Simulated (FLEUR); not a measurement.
# SnSe (Pnma) in FLEUR: further runs

The runs below take SnSe through band structure, equation of state, with LDA (von Barth-Hedin).

All numbers are computed with FLEUR MaX-R8.1 (later development tree); they aren't measurements. Logs are shortened: lines on timing, memory, paths and dates and some standing lists are left out, and cuts for length are marked.

**1. Starting point**

It takes space group Pnma (No. 62, orthorhombic). Conventional cell: a = 11.420 Å, b = 4.190 Å, c = 4.460 Å, α = 90.00°, β = 90.00°, γ = 90.00°. Around Sn (site symmetry m) lie 3 Se at 2.69 to 2.83 Å. Se (site symmetry m) is surrounded by 3 Sn at 2.69 to 2.83 Å.

**2. Band structure, LDA (von Barth-Hedin)**

Input file inp.xml:

```xml
<?xml version="1.0" encoding="UTF-8" standalone="no"?>
<fleurInput fleurInputVersion="0.39">
   <comment>
      SnSe                                                                                                
   </comment>
   <calculationSetup>
      <cutoffs Kmax="4.28" Gmax="13.3" GmaxXC="13.3" numbands="0"/>
      <scfLoop itmax="60" minDistance="0.00001" maxIterBroyd="15" imix="Anderson" alpha="0.05" precondParam="0.0" spinf="2.0" sdNocoIR="T"/>
      <coreElectrons ctail="T" frcor="F" kcrel="0" coretail_lmax="0"/>
      <xcFunctional name="bh" relativisticCorrections="F"/>
      <magnetism jspins="1"/>
      <soc l_soc="F" theta="0.0" phi="0.0" spav="F"/>
      <expertModes spex="0" secvar="F"/>
      <geometryOptimization l_f="F" forcealpha="1.0" forcemix="BFGS" epsdisp="0.00001" epsforce="0.00001"/>
      <ldaU l_linMix="F" mixParam="0.05" spinf="1.0"/>
   </calculationSetup>
   <cell>
      <bzIntegration valenceElectrons="152.0" mode="hist" fermiSmearingEnergy="0.00183747">
         <kPointListSelection listName="default-1"/>
         <!-- k-points included here -->
         <xi:include xmlns:xi="http://www.w3.org/2001/XInclude" href="kpts.xml"> </xi:include>
      </bzIntegration>
      <!-- symmetry operations included here -->
[... 42 lines left out ...]
   <atomGroups>
      <atomGroup species="Tin (Sn)">
         <relPos label="                   1">-.1230000000 -1.000/4.000 -.0910000000</relPos>
         <relPos label="                   2">-.3770000000 1.000/4.000 .4090000000</relPos>
         <relPos label="                   3">.3770000000 -1.000/4.000 -.4090000000</relPos>
         <relPos label="                   4">.1230000000 1.000/4.000 .0910000000</relPos>
         <force calculate="T" relaxXYZ="TTT"/>
      </atomGroup>
      <atomGroup species="Selenium (Se)">
         <relPos label="                   5">-.3570000000 -1.000/4.000 -.0160000000</relPos>
         <relPos label="                   6">-.1430000000 1.000/4.000 .4840000000</relPos>
         <relPos label="                   7">.1430000000 -1.000/4.000 -.4840000000</relPos>
         <relPos label="                   8">.3570000000 1.000/4.000 .0160000000</relPos>
         <force calculate="T" relaxXYZ="TTT"/>
      </atomGroup>
   </atomGroups>
   <output dos="F" band="F" slice="F">
      <checks vchk="F" cdinf="F"/>
      <bandDOS minEnergy="-.5*Htr" maxEnergy="0.5*Htr" sigma="0.015" storeEVData="T"/>
      <vacuumDOS vacdos="F" integ="F" star="F" nstars="0" locx1="0.0" locy1="0.0" locx2="0.0" locy2="0.0" nstm="0" tworkf="0.0"/>
      <unfoldingBand unfoldBand="F" supercellX="1" supercellY="1" supercellZ="1"/>
      <plotting iplot="0" polar="F">
         <plot TwoD="T" vec1="  1.0  0.0  0.0" vec2="  0.0  1.0  0.0" vec3="  0.0  0.0  1.0" zero="  0.0  0.0  0.0" file="plot"/>
      </plotting>
      <chargeDensitySlicing numkpt="0" minEigenval="0.0" maxEigenval="0.0" nnne="0" pallst="F"/>
      <specialOutput eonly="F"/>
      <moessbauerParams electricFieldGradient="T" isomerShift="T" coreHyperfine="T" valenceHyperfine="T"/>
      <magneticCircularDichroism mcd="F" energyLo="-10.0" energyUp="0.0"/>
   </output>
  <!-- We include the file relax.xml here to enable relaxations (see documentation) -->
  <xi:include xmlns:xi="http://www.w3.org/2001/XInclude" href="relax.xml"> <xi:fallback/> </xi:include>
</fleurInput>
```

Input file crystal.txt:

```
SnSe
&input cartesian=F /
11.4200000000  0.0000000000  0.0000000000
0.0000000000  4.1900000000  0.0000000000
0.0000000000  0.0000000000  4.4600000000
1.8897261246
1.0 1.0 1.0

8
50 0.8770000000  0.7500000000  0.9090000000
50 0.6230000000  0.2500000000  0.4090000000
50 0.3770000000  0.7500000000  0.5910000000
50 0.1230000000  0.2500000000  0.0910000000
34 0.6430000000  0.7500000000  0.9840000000
34 0.8570000000  0.2500000000  0.4840000000
34 0.1430000000  0.7500000000  0.5160000000
34 0.3570000000  0.2500000000  0.0160000000

&kpt div1=3 div2=6 div3=6 gamma=T /
```

Input file inp.xml (bands):

```
<?xml version="1.0" encoding="UTF-8" standalone="no"?>
<fleurInput fleurInputVersion="0.39">
   <comment>
      SnSe                                                                                                
   </comment>
   <calculationSetup>
      <cutoffs Kmax="4.28" Gmax="13.3" GmaxXC="13.3" numbands="0"/>
      <scfLoop itmax="60" minDistance="0.00001" maxIterBroyd="15" imix="Anderson" alpha="0.05" precondParam="0.0" spinf="2.0" sdNocoIR="T"/>
      <coreElectrons ctail="T" frcor="F" kcrel="0" coretail_lmax="0"/>
      <xcFunctional name="bh" relativisticCorrections="F"/>
      <magnetism jspins="1"/>
      <soc l_soc="F" theta="0.0" phi="0.0" spav="F"/>
      <expertModes spex="0" secvar="F"/>
      <geometryOptimization l_f="F" forcealpha="1.0" forcemix="BFGS" epsdisp="0.00001" epsforce="0.00001"/>
      <ldaU l_linMix="F" mixParam="0.05" spinf="1.0"/>
   </calculationSetup>
   <cell>
      <bzIntegration valenceElectrons="152.0" mode="hist" fermiSmearingEnergy="0.00183747">
         <kPointListSelection listName="path-1"/>
         <!-- k-points included here -->
         <xi:include xmlns:xi="http://www.w3.org/2001/XInclude" href="kpts.xml"> </xi:include>
      </bzIntegration>
      <!-- symmetry operations included here -->
[... 44 lines left out ...]
         <relPos label="                   1">-.1230000000 -1.000/4.000 -.0910000000</relPos>
         <relPos label="                   2">-.3770000000 1.000/4.000 .4090000000</relPos>
         <relPos label="                   3">.3770000000 -1.000/4.000 -.4090000000</relPos>
         <relPos label="                   4">.1230000000 1.000/4.000 .0910000000</relPos>
         <force calculate="T" relaxXYZ="TTT"/>
      </atomGroup>
      <atomGroup species="Selenium (Se)">
         <relPos label="                   5">-.3570000000 -1.000/4.000 -.0160000000</relPos>
         <relPos label="                   6">-.1430000000 1.000/4.000 .4840000000</relPos>
         <relPos label="                   7">.1430000000 -1.000/4.000 -.4840000000</relPos>
         <relPos label="                   8">.3570000000 1.000/4.000 .0160000000</relPos>
         <force calculate="T" relaxXYZ="TTT"/>
      </atomGroup>
   </atomGroups>
   <output dos="F" band="T" slice="F">
      <checks vchk="F" cdinf="F"/>
      <bandDOS minEnergy="-.5*Htr" maxEnergy="0.5*Htr" sigma="0.015" storeEVData="T"/>
      <vacuumDOS vacdos="F" integ="F" star="F" nstars="0" locx1="0.0" locy1="0.0" locx2="0.0" locy2="0.0" nstm="0" tworkf="0.0"/>
      <unfoldingBand unfoldBand="F" supercellX="1" supercellY="1" supercellZ="1"/>
      <plotting iplot="0" polar="F">
         <plot TwoD="T" vec1="  1.0  0.0  0.0" vec2="  0.0  1.0  0.0" vec3="  0.0  0.0  1.0" zero="  0.0  0.0  0.0" file="plot"/>
      </plotting>
      <chargeDensitySlicing numkpt="0" minEigenval="0.0" maxEigenval="0.0" nnne="0" pallst="F"/>
      <specialOutput eonly="F"/>
      <moessbauerParams electricFieldGradient="T" isomerShift="T" coreHyperfine="T" valenceHyperfine="T"/>
      <magneticCircularDichroism mcd="F" energyLo="-10.0" energyUp="0.0"/>
   </output>
  <!-- We include the file relax.xml here to enable relaxations (see documentation) -->
  <xi:include xmlns:xi="http://www.w3.org/2001/XInclude" href="relax.xml"> <xi:fallback/> </xi:include>
</fleurInput>
```

Potentials or basis: all-electron, FLAPW.

The run is started by

```bash
$ inpgen -f crystal.txt -profile fastHighL
$ # inp.xml edited to the form shown
$ fleur_MPI
$ fleur_MPI   # second run, on inp.xml (bands)
```

The program printed:

```text
Welcome to FLEUR        (www.flapw.de)
      MaX-Release 8.1          (www.max-centre.eu)

 ========== k-point set info ==========
 Selected k-point list: default-1
 k-point list type: mesh
 3 x 6 x 6
 Number of k points: 32

 ------------Calculation Setup---------------------------
 Number of MPI-tasks      :            1
 Number of PE/node        :            1
 Number of OMP-threads    :            1
 Most efficient MPI parallelization for:
           1           2           4           8          16          32
 Additional eigenvalue parallelization possible
 Number of basis functions:         2224
 Approximate size of matrices (H+S) per k-point:         0.074 GB
 --------------------------------------------------------
 Iteration:     1   Distance:       5.29904654 me/bohr^3
 Iteration:     2   Distance:       4.78378007 me/bohr^3
 Iteration:     3   Distance:       2.62121506 me/bohr^3
 Iteration:     4   Distance:       1.26528919 me/bohr^3
 Iteration:     5   Distance:       0.79587807 me/bohr^3
 Iteration:     6   Distance:       0.20730414 me/bohr^3
 Iteration:     7   Distance:       0.12413951 me/bohr^3
 Iteration:     8   Distance:       0.05001185 me/bohr^3
 Iteration:     9   Distance:       0.01074615 me/bohr^3
 Iteration:    10   Distance:       0.00947182 me/bohr^3
 Iteration:    11   Distance:       0.00226153 me/bohr^3
 Iteration:    12   Distance:       0.00039600 me/bohr^3
 Iteration:    13   Distance:       0.00031209 me/bohr^3
 Iteration:    14   Distance:       0.00009217 me/bohr^3
 Iteration:    15   Distance:       0.00001449 me/bohr^3
 Iteration:    16   Distance:       0.00001350 me/bohr^3
 Iteration:    17   Distance:       0.00000666 me/bohr^3

 ********************************************************************
 Run finished successfully
 Stop message:
   all done
 ********************************************************************
```

Run time: 38 min. Hardware: 1 thread of AMD EPYC 7R43 (Zen 3), shared host; peak memory 0.35 GiB.

What came out:

| Item | Value |
| --- | --- |
| Free energy | -936320.9124 eV |
| Band gap on the k mesh | 0.48 eV, indirect (least direct gap 0.67 eV) |
| Band gap along the path | 0.55 eV, indirect (least direct gap 0.67 eV) |
| Valence electrons inside the program's atomic spheres | Sn 19.62; Se 14.16 (radii Sn 2.42, Se 2.29 bohr) |

Levels at the corners of the path, in eV from the valence-band top:
```
point  band 73  band 74  band 75  band 76  band 77  band 78  band 79  band 80
    Γ    -1.43    -1.13    -0.69    -0.48     0.82     2.98     3.10     3.14
    X    -0.96    -0.96    -0.69    -0.69     0.94     0.94     1.39     1.39
    S    -2.16    -2.16    -1.43    -1.43     2.89     2.89     3.16     3.16
    Y    -0.73    -0.73    -0.28    -0.28     1.27     1.27     1.62     1.62
    Γ    -1.43    -1.13    -0.69    -0.48     0.82     2.98     3.10     3.14
    Z    -1.72    -1.72    -0.54    -0.54     2.70     2.70     2.86     2.86
    U    -0.95    -0.95    -0.95    -0.95     1.42     1.42     1.42     1.42
    R    -1.44    -1.44    -1.44    -1.44     2.66     2.66     2.66     2.66
    T    -0.48    -0.48    -0.26    -0.26     1.28     1.28     1.61     1.61
    Z    -1.72    -1.72    -0.54    -0.54     2.70     2.70     2.86     2.86
    Y    -0.73    -0.73    -0.28    -0.28     1.27     1.27     1.62     1.62
    T    -0.48    -0.48    -0.26    -0.26     1.28     1.28     1.61     1.61
    U    -0.95    -0.95    -0.95    -0.95     1.42     1.42     1.42     1.42
    X    -0.96    -0.96    -0.69    -0.69     0.94     0.94     1.39     1.39
    S    -2.16    -2.16    -1.43    -1.43     2.89     2.89     3.16     3.16
    R    -1.44    -1.44    -1.44    -1.44     2.66     2.66     2.66     2.66
```

Core levels (eV from the Fermi level):
| atom | levels |
| --- | --- |
| 1 Sn | 1s1/2 -28956.9, 2s1/2 -4367.4, 2p1/2 -4081.5, 2p3/2 -3851.1, 3s1/2 -838.7, 3p1/2 -722.4, 3p3/2 -680.3, 3d3/2 -473.9, 3d5/2 -465.2 |
| 2 Sn | 1s1/2 -28956.9, 2s1/2 -4367.4, 2p1/2 -4081.5, 2p3/2 -3851.1, 3s1/2 -838.7, 3p1/2 -722.4, 3p3/2 -680.3, 3d3/2 -473.9, 3d5/2 -465.2 |
| 3 Sn | 1s1/2 -28956.9, 2s1/2 -4367.4, 2p1/2 -4081.5, 2p3/2 -3851.1, 3s1/2 -838.7, 3p1/2 -722.4, 3p3/2 -680.3, 3d3/2 -473.9, 3d5/2 -465.2 |
| 4 Sn | 1s1/2 -28956.9, 2s1/2 -4367.4, 2p1/2 -4081.5, 2p3/2 -3851.1, 3s1/2 -838.7, 3p1/2 -722.4, 3p3/2 -680.3, 3d3/2 -473.9, 3d5/2 -465.2 |
| 5 Se | 1s1/2 -12473.6, 2s1/2 -1598.2, 2p1/2 -1434.6, 2p3/2 -1392.9, 3s1/2 -206.9, 3p1/2 -150.9, 3p3/2 -145.0 |
| 6 Se | 1s1/2 -12473.6, 2s1/2 -1598.2, 2p1/2 -1434.6, 2p3/2 -1392.9, 3s1/2 -206.9, 3p1/2 -150.9, 3p3/2 -145.0 |

Caveat: spin-orbit coupling is left out, which moves the levels of the heavy elements.

**3. Equation of state, LDA (von Barth-Hedin), 25.08 Å³/atom (volume scaled by 0.94)**

Changes to inp.xml since step 2:

```diff
@@ -6,3 +6,3 @@
    <calculationSetup>
-      <cutoffs Kmax="4.28" Gmax="13.3" GmaxXC="13.3" numbands="0"/>
+      <cutoffs Kmax="4.41" Gmax="13.7" GmaxXC="13.7" numbands="0"/>
       <scfLoop itmax="60" minDistance="0.00001" maxIterBroyd="15" imix="Anderson" alpha="0.05" precondParam="0.0" spinf="2.0" sdNocoIR="T"/>
@@ -24,3 +24,3 @@
       <xi:include xmlns:xi="http://www.w3.org/2001/XInclude" href="sym.xml"> </xi:include>
-      <bulkLattice scale="1.0">
+      <bulkLattice scale="0.9795861087">
          <bravaisMatrix>
@@ -34,3 +34,3 @@
       <species name="Tin (Sn)" element="Sn" atomicNumber="50">
-         <mtSphere radius="2.42" gridPoints="801" logIncrement="0.016"/>
+         <mtSphere radius="2.35" gridPoints="801" logIncrement="0.016"/>
          <atomicCutoffs lmax="10" lnonsphr="10"/>
@@ -50,3 +50,3 @@
       <species name="Selenium (Se)" element="Se" atomicNumber="34">
-         <mtSphere radius="2.29" gridPoints="757" logIncrement="0.016"/>
+         <mtSphere radius="2.22" gridPoints="757" logIncrement="0.016"/>
          <atomicCutoffs lmax="9" lnonsphr="9"/>
```

Potentials or basis: all-electron, FLAPW.

The run is started by

```bash
$ inpgen -f crystal.txt -profile fastHighL
$ # inp.xml edited to the form shown
$ fleur_MPI
```

Wall time 38 min (1 thread of AMD EPYC 7R43 (Zen 3), shared host); peak memory 0.36 GiB.

Results (log left out):

| Property | Result |
| --- | --- |
| Free energy | -936320.9792 eV |
| Band gap on the k mesh | 0.47 eV, indirect (least direct gap 0.68 eV) |
| Valence electrons inside the program's atomic spheres | Sn 19.49; Se 13.98 (radii Sn 2.35, Se 2.22 bohr) |

Caveat: spin-orbit coupling is left out, which moves the levels of the heavy elements; an odd mesh through Γ misses points on the zone boundary, where band edges often lie.

**4. Against experiment**

Step 2. The gap isn't set beside the deposited one, since this odd mesh misses points on the zone boundary.
